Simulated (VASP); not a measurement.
# TaC (Fm-3m) in VASP: further runs

Aim: see how the results for TaC move with the level of theory and the settings. Levels: PBEsol, RPBE. Tasks: relaxation of cell and atoms, single point.

All numbers are computed with VASP 6.6.1; they aren't measurements. Logs are shortened: lines on timing, memory, paths and dates and some standing lists are left out, and cuts for length are marked.

### 1 The crystal as given

Symmetry: Fm-3m, No. 225, cubic system. The conventional cell has a = 4.468 Å, b = 4.468 Å, c = 4.468 Å, α = 90.00°, β = 90.00°, γ = 90.00°. Ta (site symmetry m-3m) is surrounded by 6 C at 2.23 Å. C (site symmetry m-3m) is surrounded by 6 Ta at 2.23 Å.

The cell is a database's computed one.

### 2 Relaxation of cell and atoms, PBEsol

INCAR

```
PREC = Accurate ; ENCUT = 600
EDIFF = 1E-7 ; ISMEAR = 0
SIGMA = 0.1 ; LREAL = F
LASPH = T ; NELM = 100
ALGO = Normal ; ISIF = 3
LWAVE = F ; LCHARG = F
GGA = PS ; IBRION = 2
NSW = 90 ; EDIFFG = -0.005
```

KPOINTS

```
regular mesh
0
Gamma
  6 6 6
```

POSCAR

```
TaC
1.0
    0.0000000000      2.2338976900      2.2338976900
    2.2338976900      0.0000000000      2.2338976900
    2.2338976900      2.2338976900      0.0000000000
Ta C
1 1
Direct
    0.0000000000      0.0000000000      0.0000000000
    0.5000000000      0.5000000000      0.5000000000
```

Potentials or basis: VASP PAW PBE potentials, release 64 (Ta_pv, C).

Started as:

```console
cat potpaw_PBE.64/Ta_pv/POTCAR potpaw_PBE.64/C/POTCAR > POTCAR
mpirun -np 1 vasp_std > vasp.out
```

OUTCAR:

```text
PREC = Accurate
   ENCUT = 600
   EDIFF = 1E-7
   ISMEAR = 0
   LREAL = F
   LASPH = T
   NELM = 100
   ISIF = 3
   GGA = PS
   IBRION = 2
   NSW = 90
   EDIFFG = -0.005

 ion  position               nearest neighbor table
   1  0.000  0.000  0.000-   2 2.23   2 2.23   2 2.23   2 2.23   2 2.23   2 2.23
   2  0.500  0.500  0.500-   1 2.23   1 2.23   1 2.23   1 2.23   1 2.23   1 2.23

  LATTYP: Found a face centered cubic cell.
 ALAT       =     4.4677953800

  Lattice vectors:

 A1 = (   0.0000000000,   2.2338976900,   2.2338976900)
 A2 = (   2.2338976900,   0.0000000000,   2.2338976900)
 A3 = (   2.2338976900,   2.2338976900,   0.0000000000)

Analysis of symmetry for initial positions (statically):
=====================================================================
 Subroutine PRICEL returns:
 Original cell was already a primitive cell.

 Routine SETGRP: Setting up the symmetry group for a
 face centered cubic supercell.

 Subroutine GETGRP returns: Found 48 space group operations
 (whereof 48 operations were pure point group operations)
 out of a pool of 48 trial point group operations.

The static configuration has the point symmetry O_h .

Analysis of symmetry for dynamics (positions and initial velocities):
=====================================================================
 Subroutine PRICEL returns:
 Original cell was already a primitive cell.

 Routine SETGRP: Setting up the symmetry group for a
 face centered cubic supercell.

 Subroutine GETGRP returns: Found 48 space group operations
 (whereof 48 operations were pure point group operations)
 out of a pool of 48 trial point group operations.

The dynamic configuration has the point symmetry O_h .

 Subroutine INISYM returns: Found 48 space group operations
 (whereof 48 operations are pure point group operations),
 and found     1 'primitive' translations

----------------------------------------------------------------------------------------

                                     Primitive cell

  volume of cell :      22.2956

  direct lattice vectors                    reciprocal lattice vectors
     0.000000000  2.233897690  2.233897690    -0.223824037  0.223824037  0.223824037
     2.233897690  0.000000000  2.233897690     0.223824037 -0.223824037  0.223824037
     2.233897690  2.233897690  0.000000000     0.223824037  0.223824037 -0.223824037

  length of vectors
     3.159208410  3.159208410  3.159208410     0.387674605  0.387674605  0.387674605

  position of ions in fractional coordinates (direct lattice)
     0.000000000  0.000000000  0.000000000
     0.500000000  0.500000000  0.500000000

  ion indices of the primitive-cell ions
   primitive index   ion index
                 1           1
                 2           2

----------------------------------------------------------------------------------------

 KPOINTS: regular mesh

Automatic generation of k-mesh.
 Grid dimensions read from file:
 generate k-points for:    6    6    6

 Generating k-lattice:

  Cartesian coordinates                     Fractional coordinates (reciprocal lattice)
    -0.037304006  0.037304006  0.037304006     0.166666667  0.000000000  0.000000000
     0.037304006 -0.037304006  0.037304006     0.000000000  0.166666667  0.000000000
     0.037304006  0.037304006 -0.037304006     0.000000000  0.000000000  0.166666667

  Length of vectors
     0.064612434  0.064612434  0.064612434

  Shift w.r.t. Gamma in fractional coordinates (k-lattice)
     0.000000000  0.000000000  0.000000000

 Subroutine IBZKPT returns following result:
 ===========================================

 Found     16 irreducible k-points:

 Following reciprocal coordinates:
            Coordinates               Weight
  0.000000  0.000000  0.000000      1.000000
  0.166667  0.000000  0.000000      8.000000
  0.333333  0.000000  0.000000      8.000000
  0.500000  0.000000  0.000000      4.000000
  0.166667  0.166667  0.000000      6.000000
  0.333333  0.166667  0.000000     24.000000
[... 8 lines left out ...]
 -0.333333  0.333333  0.166667     24.000000
 -0.333333  0.500000  0.166667     12.000000
   k-points           NKPTS =     16   k-points in BZ     NKDIM =     16   number of bands    NBANDS=     11
   number of dos      NEDOS =    301   number of ions     NIONS =      2
   total plane-waves  NPLWV =  21952
   dimension x,y,z NGX =    28 NGY =   28 NGZ =   28
   dimension x,y,z NGXF=    56 NGYF=   56 NGZF=   56
   ions per type =               1   1
   NGX,Y,Z   is equivalent  to a cutoff of  14.73, 14.73, 14.73 a.u.
   NGXF,Y,Z  is equivalent  to a cutoff of  29.47, 29.47, 29.47 a.u.
 SYSTEM =  unknown system
   PREC   = accura    normal or accurate (medium, high low for compatibility)
   ISTART =      0    job   : 0-new  1-cont  2-samecut
   ICHARG =      2    charge: 1-file 2-atom 10-const
   ISPIN  =      1    spin polarized calculation?
   LNONCOLLINEAR =      F non collinear calculations
   LSORBIT =      F    spin-orbit coupling
   LASPH  =      T    aspherical Exc in radial PAW
   ENCUT  =  600.0 eV  44.10 Ry    6.64 a.u.   6.31  6.31  6.31*2*pi/ulx,y,z
   NELM   =    100;   NELMIN=  2; NELMDL= -5     # of ELM steps
   EDIFF  = 0.1E-06   stopping-criterion for ELM
   LREAL  =      F    real-space projection
   EDIFFG = -.5E-02   stopping-criterion for IOM
   NSW    =     90    number of steps for IOM
   IBRION =      2    ionic relax: 0-MD 1-quasi-New 2-CG
   NFREE  =      1    steps in history (QN), initial steepest desc. (CG)
   ISIF   =      3    stress and relaxation
   ISYM   =      2    0-nonsym 1-usesym 2-fastsym
   POTIM  = 0.5000    time-step for ionic-motion
   TEBEG  =    0.0;   TEEND  =   0.0 temperature during run
   PSTRESS=    0.0 pullay stress
   NELECT =      15.0000    total number of electrons
   NUPDOWN=      -1.0000    fix difference up-down
   EMIN   =  10.00;   EMAX   =-10.00  energy-range for DOS
   EFERMI =   0.00;   METHOD = LEGACY
   ISMEAR =     0;   SIGMA  =   0.10  broadening in eV -4-tet -1-fermi 0-gaus
   EFERMI_NEDOS =   21; number of points for ismear=-14 and -15
   IALGO  =     38    algorithm
   IMIX   =      4    mixing-type and parameters
     AMIX     =   0.40;   BMIX     =  1.00
     AMIX_MAG =   1.60;   BMIX_MAG =  1.00
  volume/ion in A,a.u.               =      11.15        75.23
  Fermi-wavevector in a.u.,A,eV,Ry     =   1.434494  2.710800 27.997689  2.057772
  Thomas-Fermi vector in A             =   2.553896
   LORBIT       =      0    0 simple, 1 ext, 2 COOP (PROOUT), +10 PAW based schemes
   GGA     = PS    functional components
   LHFCALC =     F    Hartree Fock is set to
   AEXX    =    0.0000 exact exchange contribution
   IVDW    =     0    specifies the selected vdW correction
   LEPSILON=     F    determine dielectric tensor
   LRPA    =     F    only Hartree local field effects (RPA)
 conjugate gradient relaxation of ions
 non-spin polarized calculation
 Gauss-broadening in eV      SIGMA  =   0.10
  energy-cutoff  :      600.00
  volume of cell :       22.30
 maximum number of plane-waves:       754
 NGX is ok and might be reduce to    28
   NGX = 13   NGY = 13   NGZ = 13

--------------------------------------- Ionic step        1  -------------------------------------------

 number of electron      15.0000000 magnetization

 Free energy of the ion-electron system (eV)
  ---------------------------------------------------
  ext. energy  EPLUGINS =         0.00000000
  ---------------------------------------------------
  free energy    TOTEN  =       -23.51503772 eV

  energy without entropy =      -23.50742603  energy(sigma->0) =      -23.51123187

------------------------ aborting loop because EDIFF is reached ----------------------------------------

  FORCE on cell =-STRESS in cart. coord.  units (eV):
  Direction    XX          YY          ZZ          XY          YZ          ZX
  --------------------------------------------------------------------------------------
  -------------------------------------------------------------------------------------
  Total       -0.8004036     -0.8004036     -0.8004036      0.0000000      0.0000000     -0.0000000
  in kB      -57.5174702    -57.5174702    -57.5174702      0.0000000      0.0000000     -0.0000000
  external PRESSURE =     -57.5174702 kB  Pullay stress =       0.0000000 kB

 VOLUME and BASIS-vectors are now :
 -----------------------------------------------------------------------------
  energy-cutoff  :      600.00
  volume of cell :       22.30
      direct lattice vectors                 reciprocal lattice vectors
     0.000000000  2.233897690  2.233897690    -0.223824037  0.223824037  0.223824037
     2.233897690  0.000000000  2.233897690     0.223824037 -0.223824037  0.223824037
     2.233897690  2.233897690  0.000000000     0.223824037  0.223824037 -0.223824037
[... 73 lines left out ...]
 POSITION                                       TOTAL-FORCE (eV/Angst)
 -----------------------------------------------------------------------------------
      0.00000      0.00000      0.00000        -0.000000      0.000000      0.000000
      2.22117      2.22117      2.22117         0.000000     -0.000000     -0.000000
 -----------------------------------------------------------------------------------
    total drift:                                0.000000      0.000000      0.000000

  FREE ENERGIE OF THE ION-ELECTRON SYSTEM (eV)
  ---------------------------------------------------
  free  energy   TOTEN  =       -23.5220512084 eV

  energy  without entropy=      -23.5146416361  energy(sigma->0) =      -23.51834642

--------------------------------------- Ionic step        4  -------------------------------------------

 number of electron      14.9999999 magnetization

 Free energy of the ion-electron system (eV)
  ---------------------------------------------------
  ext. energy  EPLUGINS =         0.00000000
  ---------------------------------------------------
  free energy    TOTEN  =       -23.52205255 eV

  energy without entropy =      -23.51464684  energy(sigma->0) =      -23.51834969

 E-fermi :   8.2661     XC(G=0): -13.3715

 val. band max:        8.2496820294   @ k =   0.5000   0.3333   0.1667
 cond. band min:       8.3993677417   @ k =  -0.3333   0.5000   0.1667
 fundamental gap:      0.1496857123
 Fermi energy:         8.2661394686

 k-point     1 :       0.0000    0.0000    0.0000
  band No.  band energies     occupation
      1     -26.5917      2.00000
      2     -26.5917      2.00000
      3     -26.5917      2.00000
      4      -6.5387      2.00000
      5       6.9747      2.00000
      6       6.9747      2.00000
      7       6.9747      2.00000
      8       7.8516      2.00000
      9       7.8516      2.00000
     10       7.8516      2.00000
     11       9.0010      0.00000

 k-point     2 :       0.1667    0.0000    0.0000
  band No.  band energies     occupation
      1     -26.7885      2.00000
      2     -26.6115      2.00000
      3     -26.6115      2.00000
      4      -5.7674      2.00000
      5       4.5796      2.00000
      6       5.2368      2.00000
      7       5.2368      2.00000
      8       7.9449      1.99999
      9       7.9449      1.99999
     10       8.8771      0.00000
     11      12.1918      0.00000
[... 216 lines left out ...]
 POSITION                                       TOTAL-FORCE (eV/Angst)
 -----------------------------------------------------------------------------------
      2.22092      2.22092     -0.00000         0.000000     -0.000000     -0.000000
      2.22092      2.22092      2.22092        -0.000000      0.000000      0.000000
 -----------------------------------------------------------------------------------
    total drift:                                0.000000      0.000000      0.000000

  FREE ENERGIE OF THE ION-ELECTRON SYSTEM (eV)
  ---------------------------------------------------
  free  energy   TOTEN  =       -23.5220525469 eV

  energy  without entropy=      -23.5146468409  energy(sigma->0) =      -23.51834969

 reached required accuracy - stopping structural energy minimisation
```

It took 13 s on 1 thread of AMD EPYC 9R14 (Zen 4), shared host; peak memory 0.14 GiB.

Results:

```yaml
Free_energy: -23.5221 eV
Relaxed_volume: 10.95 Å³/atom
Relaxed_cell: a = 3.141 Å, b = 3.141 Å, c = 3.141 Å, α = 60.00°, β = 60.00°, γ = 60.00°
Space_group_after_relaxing_to_0.05_Å: Fm-3m (No. 225)
Energy_gained_by_relaxing: 3.5 meV/atom
Ionic_steps: 4
Pressure_after_relaxing: 0.0 GPa
Band_gap_on_the_k_mesh: none (metal or under the smearing width)
```

The path:
| step | energy change (eV) | largest force (eV/Å) | pressure (GPa) | volume (Å³) |
| --- | --- | --- | --- | --- |
| 1 | 0.0000 | 0.0000 | -5.75 | 22.30 |
| 2 | 0.0339 | 0.0000 | 15.42 | 21.03 |
| 3 | -0.0070 | 0.0000 | -0.09 | 21.92 |
| 4 | -0.0070 | 0.0000 | 0.03 | 21.91 |

Final structure:
```
Ta C
1.0
     0.00000    2.22092    2.22092
     2.22092    0.00000    2.22092
     2.22092    2.22092    0.00000
Ta C
1 1
Direct
  0.00000 0.00000 0.00000
  0.50000 0.50000 0.50000
```

Caveat: the k mesh is coarse (spacing up to 0.41 Å⁻¹), so the values aren't converged; the PAW data sets were made with another functional, which shifts forces and pressure a little. The run has no spin-orbit coupling, so splittings on Ta are missing.

### 3 Single point, PBEsol

INCAR

```
PREC     = Accurate       # precision mode
ENCUT    = 520            # plane-wave cutoff, eV
EDIFF    = 1E-6           # SCF threshold, eV
ISMEAR   = 0              # smearing method
SIGMA    = 0.1            # smearing width, eV
LREAL    = F              # projectors in reciprocal space
LASPH    = T              # aspherical terms in the spheres
NELM     = 100            # most SCF steps
ALGO     = Normal         # electronic algorithm
ISIF     = 2              # what is computed and relaxed
LWAVE    = F              # write WAVECAR
LCHARG   = F              # write CHGCAR
GGA      = PS             # functional
NBANDS   = 14             # bands
```

KPOINTS

```
Automatic mesh
0
Gamma
  16 16 16
```

POSCAR is that of step 2.

Potentials or basis: VASP PAW PBE potentials, release 64 (Ta_pv, C).

Started as:

```console
cat potpaw_PBE.64/Ta_pv/POTCAR potpaw_PBE.64/C/POTCAR > POTCAR
mpirun -np 1 vasp_std > vasp.out
```

Wall time 22 s (1 thread of AMD EPYC 9R14 (Zen 4), shared host); peak memory 0.14 GiB.

Results (log left out):

```yaml
Free_energy: -23.5212 eV
Pressure: -5.5 GPa
Band_gap_on_the_k_mesh: none (metal or under the smearing width)
```

Levels at points of the mesh, in eV from the Fermi level:
```tsv
k point	band 6	band 7	band 8	band 9	band 10	band 11
(0.00, 0.00, 0.00)	-1.32	-1.32	-0.40	-0.40	-0.40	0.66
(0.50, 0.00, 0.00)	-5.40	-5.40	2.71	2.71	3.68	5.39
(0.50, 0.50, 0.00)	-4.51	-1.70	-1.70	2.60	4.07	4.07
```

Caveat: the PAW data sets were made with another functional, which shifts forces and pressure a little. Spin-orbit coupling is left out, which matters for the levels of Ta.

(Continued in part 2 of 2.)
